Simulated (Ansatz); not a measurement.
Input and command of a plane-wave DFT calculation in Ansatz:

```yaml
crystal:
  lattice:
    - [3.1892799466, -0.0245418244, 0.0094448765]
    - [-1.6158938167, 2.7543110097, -0.0025461153]
    - [0.0846645158, 0.0225267146, 28.5350036133]
  atoms:
    - { symbol: W, position: [0.6849739743, 0.3556432144, 0.6623338414] }
    - { symbol: W, position: [0.2963177032, 0.66236195, 0.8830899239] }
    - { symbol: W, position: [0.3399290225, 0.6730352715, 0.4374114061] }
    - { symbol: S, position: [0.6327730888, 0.2488294943, 0.9405734841] }
    - { symbol: S, position: [0.7096741604, 0.3845132672, 0.4920804753] }
    - { symbol: S, position: [0.3861498754, 0.6828011494, 0.7121668778] }
    - { symbol: S, position: [0.6191007761, 0.3198080881, 0.831020207] }
    - { symbol: S, position: [0.6804408431, 0.3275026004, 0.3819416202] }
    - { symbol: S, position: [0.3668654855, 0.7075846502, 0.6078080724] }
basis:
  ecutwfc: 420
kpoints:
  mp_grid: { grid: [6, 6, 1] }
hamiltonian:
  xc: pbesol
scf:
  occupations: { method: gaussian, width: 0.02 }
output:
  forces: true
  stress: true
  eigenvalues: true
```

```bash
ansatz run input.yaml --threads 2 --pin off --max-ram 5120MiB --backend cpu --events-out ev --progress --plain --runs-dir out
```

Processor: Intel(R) Xeon(R) Processor @ 2.70GHz, 2 threads, on a host shared with other jobs.

Question: How long does it run, and how much memory does it take?

Answer: About 14 s on 2 threads of Intel(R) Xeon(R) Processor @ 2.70GHz, on a shared host, peak memory 0.58 GiB. It solves 48 bands at 20 k points (the mesh reduced by the symmetry that the task leaves, which can be less than the crystal's) with about 4887 plane waves, in 10 SCF iterations.
